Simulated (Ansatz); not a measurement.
# Ge: relaxing the structure by PAW and LAPW, part 2 of 2

Aim: relax Ge (cell and atoms relaxed from 1.04 times the given volume) with PAW and LAPW. Both runs start alike, so that frozen cores can be judged against all electrons.

Ansatz 0.2.0; DFT PBE; a database cell (COD). Earlier steps stand in the parts before.

## 3. LAPW, all electrons

Contents of input.yaml:

```yaml
crystal:
  lattice:
    - [0.0, 2.8661367691, 2.8661367691]
    - [2.8661367691, 0.0, 2.8661367691]
    - [2.8661367691, 2.8661367691, 0.0]
  atoms:
    - { symbol: Ge, position: [0.0, 0.0, 0.0] }
    - { symbol: Ge, position: [0.25, 0.25, 0.25] }
kpoints:
  mp_grid: { grid: [10, 10, 10] }
scf:
  occupations: { method: fermi_dirac, width: 0.05 }
hamiltonian:
  xc: pbe
  pseudopotentials: { kind: all_electron, lapw: { basis_error: 0.001 } }
output:
  forces: true
  stress: true
relax:
  f_tol: 0.005
  max_steps: 80
  cell: {}
```

The run is started by

```
$ ansatz run input.yaml --threads 1 --pin off --max-ram 2048MiB --backend cpu --events-out ev --progress --plain --runs-dir out
```

The program printed:

```text
The last accepted step is kept in <dir> (removed where the run ends without a failure and the disk answers)
LAPW: plane waves up to 9.313 Å⁻¹, error target 1.0e-3 eV per atom; small_component_spin mean_spin; Ge in spheres of 1.204 Å, 22 of its electrons in bands, Dirac shells []
Engine: ansatz 0.2.0
Pseudopotentials: kind: all_electron
Pseudopotential: Ge, LAPW, valence charge 22, Koelling and Harmon's equation, gaussian nucleus
Functional definition: PBE
  parameter kappa = 0.804
  parameter beta = 0.06672455060314922
  exchange = pbe_x(kappa = kappa, mu = beta*pi^2/3)
  correlation = pbe_c(beta = beta)
Crystal: 2 atoms, lattice volume = 47.089 Å³
Basis set: ecut = 330.4380259899006 eV, 645 PW (Γ), exchange–correlation at level 2
Bands: 27, of which v1, the nominal top of the filled ones, is band 22 counted from 1 (21 counted from 0)
Symmetry: 48 space group operations
Space group: Fd-3m (ITA 227), of the structure as read, at distance tolerance 3.6e-5 Å
k-points: 47 of 1000
Non-local potential: Ge, projectors of the file, none
Initial density: superposition of atomic densities (chi_scale 0.1, normalization cell)
Initial wavefunctions: plane waves of lowest kinetic energy (no species holds an atomic orbital)
Functional: x = pbe(κ = 0.804, μ = 0.2195149727645171), c = pbe(β = 0.06672455060314922)
iter 1 solved again at ethr=9.10e-4 eV; its pass at ethr=1.00e-1 eV (dr2=4.00e-1 eV) is discarded
SCF iter   1: F=—  HF=-114232.679305 eV  |F-HF|=—  |Δ(HF+E_count)|=         —  Δρ=2.79e-2  dr2=4.03e-1  ethr=9.10e-4  ⟨swp⟩=2.1  Hψ=7812  notcnv=0
preconditioner: auto → Kerker (q_TF=auto, 2.698 Å⁻¹)  [metal: Δε(μ)=0.135 eV  Ē_g=24.099 eV  σ=0.050 eV  W_gap=0.50  n_scr=14 (ndim 8)  ℏωp=28.6 eV  f_vac=0.097  D(μ)=0.06/eV (n_scr^D=0)]
SCF iter   2: F=—  HF=-114232.654330 eV  |F-HF|=—  |Δ(HF+E_count)|=   2.50e-2  Δρ=1.97e-2  dr2=2.47e-1  ethr=9.10e-4  ⟨swp⟩=2.0  Hψ=3538  notcnv=0
SCF iter   3: F=—  HF=-114232.640930 eV  |F-HF|=—  |Δ(HF+E_count)|=   1.34e-2  Δρ=6.66e-3  dr2=4.34e-2  ethr=5.61e-4  ⟨swp⟩=2.0  Hψ=3760  notcnv=0
SCF iter   4: F=—  HF=-114232.608486 eV  |F-HF|=—  |Δ(HF+E_count)|=   3.24e-2  Δρ=3.95e-3  dr2=1.35e-2  ethr=9.85e-5  ⟨swp⟩=2.0  Hψ=3530  notcnv=0
iter 5 solved again at ethr=3.03e-6 eV; its pass at ethr=3.08e-5 eV (dr2=1.33e-3 eV) is discarded
SCF iter   5: F=—  HF=-114232.610292 eV  |F-HF|=—  |Δ(HF+E_count)|=         —  Δρ=1.39e-3  dr2=1.33e-3  ethr=3.03e-6  ⟨swp⟩=2.0  Hψ=6393  notcnv=0
the basis was enlarged: its passes take 62.0 KiB over the memory plan, 1 of 1 planned eigensolver slots
SCF iter   6: F=—  HF=-114232.612166 eV  |F-HF|=—  |Δ(HF+E_count)|=   1.87e-3  Δρ=3.84e-4  dr2=6.92e-5  ethr=3.02e-6  ⟨swp⟩=3.0  Hψ=3807  notcnv=0
SCF iter   7: F=—  HF=-114232.612359 eV  |F-HF|=—  |Δ(HF+E_count)|=   1.93e-4  Δρ=4.66e-5  dr2=6.04e-7  ethr=1.57e-7  ⟨swp⟩=3.0  Hψ=3726  notcnv=0
SCF iter   8: F=-114232.612365 eV  HF=-114232.612364 eV  |F-HF|=3.83e-7  |Δ(HF+E_count)|=   4.94e-6  Δρ=1.26e-5  dr2=5.69e-8  ethr=1.37e-9  ⟨swp⟩=3.0  Hψ=3722  notcnv=0
SCF 1 converged in 8 iterations: F = -114232.612365 eV  dr2 = 5.69e-8
relax step   1: F+E_penalty+E_count = -114232.61236479 eV  Δ(F+E_penalty+E_count) = +0.000e0 eV  max|allowed force component| = 7.228e-19 eV/Å  Δτ_max = 0.0000 Å  P = +0.932 GPa  Ω = 47.089 Å³  (8 SCF iters, accepted)
Crystal: 2 atoms, lattice volume = 47.682 Å³
Basis set: ecut = 327.69410830166515 eV, 645 PW (Γ), exchange–correlation at level 2
Initial density: handed on by an earlier stage of this run
Initial wavefunctions: those handed on with the density
iter 1 solved again at ethr=5.81e-8 eV; its pass at ethr=1.00e-1 eV (dr2=2.55e-5 eV) is discarded
SCF iter   1: F=—  HF=-114232.614367 eV  |F-HF|=—  |Δ(HF+E_count)|=         —  Δρ=1.61e-4  dr2=2.65e-5  ethr=5.81e-8  ⟨swp⟩=4.1  Hψ=6850  notcnv=0
preconditioner: auto → none  [insulator: Δε(μ)=0.214 eV  Ē_g=24.131 eV  σ=0.050 eV  W_gap=0.60  n_scr=14 (ndim 8)  ℏωp=28.5 eV  f_vac=0.196  D(μ)=0.10/eV (n_scr^D=0)  ε∞_Penn≈2.4]
SCF iter   2: F=—  HF=-114232.614370 eV  |F-HF|=—  |Δ(HF+E_count)|=   3.03e-6  Δρ=7.50e-5  dr2=5.49e-6  ethr=5.81e-8  ⟨swp⟩=2.0  Hψ=3529  notcnv=0
iter 3 solved again at ethr=8.18e-11 eV; its pass at ethr=1.25e-8 eV (dr2=3.60e-8 eV) is discarded
SCF iter   3: F=—  HF=-114232.614372 eV  |F-HF|=—  |Δ(HF+E_count)|=   2.54e-6  Δρ=9.94e-6  dr2=3.60e-8  ethr=8.18e-11  ⟨swp⟩=2.0  Hψ=6306  notcnv=0
SCF iter   4: F=-114232.614372 eV  HF=-114232.614372 eV  |F-HF|=8.88e-10  |Δ(HF+E_count)|=   4.53e-9  Δρ=4.50e-6  dr2=9.09e-9  ethr=8.17e-11  ⟨swp⟩=3.0  Hψ=3689  notcnv=0
SCF 2 converged in 4 iterations: F = -114232.614372 eV  dr2 = 9.09e-9
relax step   2: F+E_penalty+E_count = -114232.61437211 eV  Δ(F+E_penalty+E_count) = -2.007e-3 eV  max|allowed force component| = 8.963e-18 eV/Å  Δτ_max = 0.0000 Å  P = +0.163 GPa  Ω = 47.682 Å³  (4 SCF iters, accepted)
Crystal: 2 atoms, lattice volume = 47.809 Å³
Basis set: ecut = 327.1118494793608 eV, 645 PW (Γ), exchange–correlation at level 2
iter 1 solved again at ethr=3.07e-9 eV; its pass at ethr=1.00e-1 eV (dr2=1.35e-6 eV) is discarded
SCF iter   1: F=—  HF=-114232.614438 eV  |F-HF|=—  |Δ(HF+E_count)|=         —  Δρ=3.67e-5  dr2=1.37e-6  ethr=3.07e-9  ⟨swp⟩=4.5  Hψ=6888  notcnv=0
preconditioner: auto → none  [insulator: Δε(μ)=0.213 eV  Ē_g=24.120 eV  σ=0.050 eV  W_gap=0.62  n_scr=14 (ndim 8)  ℏωp=28.4 eV  f_vac=0.195  D(μ)=0.10/eV (n_scr^D=0)  ε∞_Penn≈2.4]
SCF iter   2: F=—  HF=-114232.614439 eV  |F-HF|=—  |Δ(HF+E_count)|=   3.68e-7  Δρ=1.78e-5  dr2=2.96e-7  ethr=3.07e-9  ⟨swp⟩=2.3  Hψ=3541  notcnv=0
iter 3 solved again at ethr=4.86e-12 eV; its pass at ethr=6.72e-10 eV (dr2=2.14e-9 eV) is discarded
SCF iter   3: F=-114232.614439 eV  HF=-114232.614439 eV  |F-HF|=2.94e-9  |Δ(HF+E_count)|=   2.19e-7  Δρ=2.05e-6  dr2=2.14e-9  ethr=4.86e-12  ⟨swp⟩=2.0  Hψ=6308  notcnv=0
SCF 3 converged in 3 iterations: F = -114232.614439 eV  dr2 = 2.14e-9
relax step   3: F+E_penalty+E_count = -114232.61443887 eV  Δ(F+E_penalty+E_count) = -6.677e-5 eV  max|allowed force component| = 3.759e-18 eV/Å  Δτ_max = 0.0000 Å  P = +0.005 GPa  Ω = 47.809 Å³  (3 SCF iters, accepted)
iter 1 solved again at ethr=4.85e-12 eV; its pass at ethr=1.00e-1 eV (dr2=2.13e-9 eV) is discarded
SCF iter   1: F=—  HF=-114232.614438 eV  |F-HF|=—  |Δ(HF+E_count)|=         —  Δρ=2.05e-6  dr2=2.13e-9  ethr=4.85e-12  ⟨swp⟩=5.0  Hψ=6127  notcnv=0
SCF iter   2: F=-114232.614438 eV  HF=-114232.614438 eV  |F-HF|=1.56e-9  |Δ(HF+E_count)|=   3.87e-9  Δρ=1.19e-6  dr2=6.50e-10  ethr=4.85e-12  ⟨swp⟩=3.0  Hψ=3669  notcnv=0
SCF 4 converged in 2 iterations: F = -114232.614438 eV  dr2 = 6.50e-10
relax step   4: F+E_penalty+E_count = -114232.61443817 eV  Δ(F+E_penalty+E_count) = +6.980e-7 eV  max|allowed force component| = 1.735e-18 eV/Å  Δτ_max = 0.0000 Å  P = +0.005 GPa  Ω = 47.809 Å³  stress off target by 5.19e-3 GPa  SCF on the basis re-selected at this cell (its energy is not comparable with the rows above)  (2 SCF iters)
basis re-selected at this cell: Δ(F+E_penalty+E_count) = +6.980e-7 eV, ΔP = +0.000 GPa vs the last step (what re-selecting the basis moved, after the strain that the cell walked since its last selection, with what the two solves' SCF thresholds leave and, on support functions, any second-order correction that the steps lacked; it is no measure of the basis error at this ecutwfc). This SCF's stress stands 5.19e-3 GPa from its target on what of the cell is left free (relax.cell.stress_tol is 5.00e-2 GPa) and its largest allowed force component is 1.73e-18 eV/Å (relax.f_tol is 5.00e-3 eV/Å): within both
SCF converged after 2 iterations
Free energy (F): -114232.614438 eV
Harris-Foulkes:  -114232.614438 eV  (|F-HF|=1.56e-9)
Internal energy: -114232.613525 eV  (E = F + TS)
E sigma→0 (E₀):  -114232.613982 eV
Entropy (-TS):   -0.000913 eV (-0.456 meV/atom)
Fermi energy:    9.178234 eV
--- Per-component energies (eV) ---
  E_band       = -2116.317776
  E_kinetic    = 116627.460200
  E_xc         = -4340.129799
  E_electrostatic = -226519.943927  (all electrons and nuclei)
  E_smearing   = -0.000913  (= −TS)
  E_closure    = 0.000000  (closes the sum)
  E_atoms      = -114223.599835  (free atoms, spherical and without spin; not in F)
  Σ components = -114232.614438   (vs F -114232.614438, Δ=0.00e0)
  Basis errors (estimates in eV, not in F): energy 4.3e-4 per atom: plane waves 3.9e-4 (2.3e-4 summed), levels above the bands 7.4e-58, relativity 7.6e-8, radial functions 4.0e-5, core shells 5.0e-11; eigenvalues (radial functions only) 2.1e-7; not estimated: angular momenta, meshes, grids; target (lapw.basis_error) 1.0e-3; muffin-tin radii Ge 1.210 Å
--- Forces (eV/Å), atoms counted from 1 ---
  atom   1  Ge     0.00000000     0.00000000    -0.00000000
  atom   2  Ge    -0.00000000    -0.00000000     0.00000000
  max |Σ_I F_I| component: 1.73e-18 eV/Å
--- Stress (GPa, compression-positive) ---
        0.005187      -0.000000      -0.000000
       -0.000000       0.005187      -0.000000
       -0.000000      -0.000000       0.005187
  P = ⅓ Tr σ = 0.0052 GPa (0.052 kbar)
--- Relaxed structure (3 steps of the walk, 3 accepted, 1 SCFs on fresh bases) ---
  F+E_penalty+E_count = -114232.61443817 eV   max|allowed force component| = 1.735e-18 eV/Å   (the final SCF, on the basis selected at the relaxed cell)
  cell:  # Å, volume = 47.8092 Å³
    - [2.5476860164477974e-35, 2.8806718049058193, 2.8806718049058193]
    - [2.8806718049058193, -2.2929174148030154e-34, 2.8806718049058193]
    - [2.8806718049058193, 2.8806718049058193, 1.5286116098686774e-34]
  atoms:
    - { symbol: Ge, position: [-3.1498136137969436e-36, 1.0849358003078361e-35, -1.3649192326453423e-35] }
    - { symbol: Ge, position: [0.25, 0.25, 0.25] }
```

Run time: 33 s. Hardware: 1 thread of Arm Neoverse V1, shared host.

Step by step:

```tsv
step	energy from step 1 (eV/cell)	largest force component (eV/Å)	pressure (GPa)	volume (Å³)
1	0.0000	0.0000	0.93	47.09
2	-0.0020	0.0000	0.16	47.68
3	-0.0021	0.0000	0.01	47.81
4	-0.0021	0.0000	0.01	47.81
```

Step 1 is the start. Step 4 repeats the geometry before on a plane-wave basis chosen anew for that cell, so the energy can jump there without any move; the table keeps such jumps.

| input's cell | before | after | change |
| --- | --- | --- | --- |
| a (Å) | 4.053 | 4.074 | +0.5 % |
| b (Å) | 4.053 | 4.074 | +0.5 % |
| c (Å) | 4.053 | 4.074 | +0.5 % |
| volume (Å³/atom) | 23.54 | 23.90 | +1.5 % |

## 4. Outcome

This closing draws on all 2 parts. Changes of volume or cell count from the first structure of part 1.

| quantity | value |
| --- | --- |
| PAW: cell | a = 4.074 Å, b = 4.074 Å, c = 4.074 Å, α = 60.00°, β = 60.00°, γ = 60.00° |
| PAW: volume | 23.904 Å³/atom |
| PAW: energy gained | 1.0 meV/atom |
| PAW: accepted moves | 2 |
| PAW: space group | Fd-3m → Fd-3m |
| LAPW: cell | a = 4.074 Å, b = 4.074 Å, c = 4.074 Å, α = 60.00°, β = 60.00°, γ = 60.00° |
| LAPW: volume | 23.905 Å³/atom |
| LAPW: energy gained | 1.0 meV/atom |
| LAPW: accepted moves | 2 |
| LAPW: space group | Fd-3m → Fd-3m |

What this shows: By PAW the volume changes by +1.5 % in 2 moves, and the energy falls by 1.0 meV/atom. PAW's final volume lies less than 0.01 % from LAPW's, and its energy gain differs from LAPW's by less than 0.1 meV/atom. The price, with the outputs that each input asks for: 33 s for LAPW against 8.9 s for PAW, about 4 to one.
